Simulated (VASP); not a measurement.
# WS2 (Fm-3m) in VASP: a series of runs

One crystal, WS2, is run at these levels: PBE+U; tasks: single point.

All numbers are computed with VASP 6.6.1; they aren't measurements. Logs are shortened: lines on timing, memory, paths and dates and some standing lists are left out, and cuts for length are marked.

## 1. The crystal as given

Symmetry: Fm-3m, No. 225, cubic system. The conventional cell has a = 6.016 Å, b = 6.016 Å, c = 6.016 Å, α = 90.00°, β = 90.00°, γ = 90.00°. Around W (site symmetry m-3m) lie 8 S at 2.60 Å. S (site symmetry -43m) has 4 W at 2.60 Å as nearest neighbours.

Measurements of this composition are mostly on another form, of space group No. 194.

## 2. Single point, PBE+U, collinear spin, ferromagnetic start

File INCAR:

```
SYSTEM = WS2
ALGO = Normal
EDIFF = 1E-6
ENCUT = 520
GGA = PE
ISIF = 2
ISMEAR = 0
ISPIN = 2
LASPH = .True.
LCHARG = .True.
LDAU = .True.
LDAUJ = 0 0
LDAUL = 2 -1
LDAUPRINT = 1
LDAUTYPE = 2
LDAUU = 4 0
LELF = .True.
LMAXMIX = 4
LORBIT = 11
LREAL = .False.
LVHAR = .True.
LWAVE = .False.
MAGMOM = 0.5 0 0
NELM = 80
NUPDOWN = 0
PREC = Accurate
SIGMA = 0.05
```

File KPOINTS:

```
k-points
0
Gamma
  6 6 6
  0 0 0
```

File POSCAR:

```
WS2
1.0
    0.0000000000      3.0079352200      3.0079352200
    3.0079352200      0.0000000000      3.0079352200
    3.0079352200      3.0079352200      0.0000000000
W S
1 2
Direct
    0.0000000000      0.0000000000      0.0000000000
    0.2500000000      0.2500000000      0.2500000000
    0.7500000000      0.7500000000      0.7500000000
```

Potentials or basis: VASP PAW PBE potentials, release 64 (W_sv, S).

Started as:

```console
$ cat potpaw_PBE.64/W_sv/POTCAR potpaw_PBE.64/S/POTCAR > POTCAR
$ mpirun -np 1 vasp_std > vasp.out
```

OUTCAR:

```text
SYSTEM = WS2
   EDIFF = 1E-6
   ENCUT = 520
   GGA = PE
   ISIF = 2
   ISMEAR = 0
   ISPIN = 2
   LASPH = .True.
   LORBIT = 11
   LREAL = .False.
   NELM = 80
   NUPDOWN = 0
   PREC = Accurate

 ion  position               nearest neighbor table
   1  0.000  0.000  0.000-   3 2.60   3 2.60   3 2.60   2 2.60   3 2.60   2 2.60   2 2.60   2 2.60

   2  0.250  0.250  0.250-   1 2.60   1 2.60   1 2.60   1 2.60
   3  0.750  0.750  0.750-   1 2.60   1 2.60   1 2.60   1 2.60

  LATTYP: Found a face centered cubic cell.
 ALAT       =     6.0158704400

  Lattice vectors:

 A1 = (   0.0000000000,   3.0079352200,   3.0079352200)
 A2 = (   3.0079352200,   0.0000000000,   3.0079352200)
 A3 = (   3.0079352200,   3.0079352200,   0.0000000000)

Analysis of symmetry for initial positions (statically):
=====================================================================
 Subroutine PRICEL returns:
 Original cell was already a primitive cell.

 Routine SETGRP: Setting up the symmetry group for a
 face centered cubic supercell.

 Subroutine GETGRP returns: Found 48 space group operations
 (whereof 48 operations were pure point group operations)
 out of a pool of 48 trial point group operations.

The static configuration has the point symmetry O_h .

Analysis of symmetry for dynamics (positions and initial velocities):
=====================================================================
 Subroutine PRICEL returns:
 Original cell was already a primitive cell.

 Routine SETGRP: Setting up the symmetry group for a
 face centered cubic supercell.

 Subroutine GETGRP returns: Found 48 space group operations
 (whereof 48 operations were pure point group operations)
 out of a pool of 48 trial point group operations.

The dynamic configuration has the point symmetry O_h .

Analysis of structural, dynamic, and magnetic symmetry:
=====================================================================
 Subroutine PRICEL returns:
 Original cell was already a primitive cell.

 Routine SETGRP: Setting up the symmetry group for a
 face centered cubic supercell.

 Subroutine GETGRP returns: Found 48 space group operations
 (whereof 48 operations were pure point group operations)
 out of a pool of 48 trial point group operations.
[... 178 lines left out ...]
  o =  0.3791  v =  0.0000 -0.0000  0.9994  0.0000 -0.0352  0.0000  0.0000  0.0000  0.0000  0.0000      0.0000  0.0000  0.0000  0.0000  0.0000  0.0000  0.0000  0.0000  0.0000  0.0000
  o =  0.3791  v =  0.0000  0.0000  0.0000  0.0000  0.0000  0.0000  0.0000  0.0362  0.0000  0.9993      0.0000  0.0000  0.0000  0.0000  0.0000  0.0000  0.0000  0.0000  0.0000  0.0000
  o =  0.3791  v =  0.0000  0.0000  0.0000  0.0000  0.0000  0.0000 -0.0000  0.9993  0.0000 -0.0362      0.0000  0.0000  0.0000  0.0000  0.0000  0.0000  0.0000  0.0000  0.0000  0.0000

 number of electron      26.0000000 magnetization       0.0002717

 Free energy of the ion-electron system (eV)
  ---------------------------------------------------
  ext. energy  EPLUGINS =         0.00000000
  ---------------------------------------------------
  free energy    TOTEN  =       -16.68844161 eV

  energy without entropy =      -16.68160905  energy(sigma->0) =      -16.68502533

 E-fermi :   7.4429     XC(G=0): -11.0052

 val. band max:        7.3986867427   @ k =  -0.3333   0.3333   0.1667
 cond. band min:       7.4491515797   @ k =   0.3333   0.0000   0.0000
 fundamental gap:      0.0504648370
 Fermi energy:         7.4428552340

 spin component 1

 k-point     1 :       0.0000    0.0000    0.0000
  band No.  band energies     occupation
      1     -67.7145      1.00000
      2     -31.8176      1.00000
      3     -31.8176      1.00000
      4     -31.8176      1.00000
      5      -7.9207      1.00000
      6      -3.6440      1.00000
[... 296 lines left out ...]
      3     -31.8270      1.00000
      4     -31.8241      1.00000
      5      -5.8899      1.00000
      6      -5.5202      1.00000
[... 9 lines left out ...]
     16      10.0241      0.00000
     17      11.2306      0.00000
 Fermi energy:         7.4429343286

 spin component 2

 k-point     1 :       0.0000    0.0000    0.0000
  band No.  band energies     occupation
      1     -67.7141      1.00000
      2     -31.8173      1.00000
      3     -31.8173      1.00000
      4     -31.8173      1.00000
      5      -7.9207      1.00000
      6      -3.6439      1.00000
[... 297 lines left out ...]
      4     -31.8238      1.00000
      5      -5.8899      1.00000
      6      -5.5202      1.00000
[... 9 lines left out ...]
     16      10.0242      0.00000
     17      11.2307      0.00000

------------------------ aborting loop because EDIFF is reached ----------------------------------------

  FORCE on cell =-STRESS in cart. coord.  units (eV):
  Direction    XX          YY          ZZ          XY          YZ          ZX
  --------------------------------------------------------------------------------------
  -------------------------------------------------------------------------------------
  Total       -2.2004637     -2.2004637     -2.2004637      0.0000000      0.0000000     -0.0000000
  in kB      -64.7723046    -64.7723046    -64.7723046      0.0000000      0.0000000     -0.0000000
  external PRESSURE =     -64.7723046 kB  Pullay stress =       0.0000000 kB

 VOLUME and BASIS-vectors are now :
 -----------------------------------------------------------------------------
  energy-cutoff  :      520.00
  volume of cell :       54.43
      direct lattice vectors                 reciprocal lattice vectors
     0.000000000  3.007935220  3.007935220    -0.166226984  0.166226984  0.166226984
     3.007935220  0.000000000  3.007935220     0.166226984 -0.166226984  0.166226984
     3.007935220  3.007935220  0.000000000     0.166226984  0.166226984 -0.166226984

 POSITION                                       TOTAL-FORCE (eV/Angst)
 -----------------------------------------------------------------------------------
      0.00000      0.00000      0.00000         0.000000      0.000000     -0.000000
      1.50397      1.50397      1.50397         0.000000      0.000000      0.000000
      4.51190      4.51190      4.51190        -0.000000     -0.000000     -0.000000
 -----------------------------------------------------------------------------------
    total drift:                                0.000000     -0.000000      0.000000

  FREE ENERGIE OF THE ION-ELECTRON SYSTEM (eV)
  ---------------------------------------------------
  free  energy   TOTEN  =       -16.6884416127 eV

  energy  without entropy=      -16.6816090476  energy(sigma->0) =      -16.68502533

 total charge

# of ion       s       p       d       tot
------------------------------------------
    1        2.321   6.204   3.096  11.621
    2        1.352   2.319   0.000   3.672
    3        1.352   2.319   0.000   3.672
--------------------------------------------------
tot          5.025  10.843   3.096  18.965

 magnetization (x)

# of ion       s       p       d       tot
------------------------------------------
    1        0.000   0.000   0.000   0.000
    2        0.000   0.000   0.000   0.000
    3        0.000   0.000   0.000   0.000
--------------------------------------------------
tot          0.000   0.000   0.000   0.000
```

stdout:

```text
POSCAR found type information on POSCAR W S
 POSCAR found :  2 types and       3 ions
 scaLAPACK will be used
 LDA part: xc-table for (Slater+PW92), standard interpolation
 POSCAR, INCAR and KPOINTS ok, starting setup
 FFT: planning ... GRIDC
 FFT: planning ... GRID_SOFT
 FFT: planning ... GRID
 WAVECAR not read
 entering main loop
```

Wall time 37 s (1 thread of AMD EPYC 7R43 (Zen 3), shared host); peak memory 0.17 GiB.

What came out:

* Free energy: -16.6884 eV
* Pressure: -6.5 GPa
* Net moment: 0.00 μB per cell
* Valence electrons inside the program's atomic spheres: W 11.62; S 3.67

Eigenvalues of the final occupation matrices:
| site | spin | trace | eigenvalues |
| --- | --- | --- | --- |
| site 1 d | 1 | 1.57 | 0.27 0.27 0.27 0.38 0.38 |
| site 1 d | 2 | 1.57 | 0.27 0.27 0.27 0.38 0.38 |

Caveat: the total moment is fixed, so each spin has its own Fermi level. Spin-orbit coupling is left out, which matters for the levels of W.

[end of part 1 of 2]
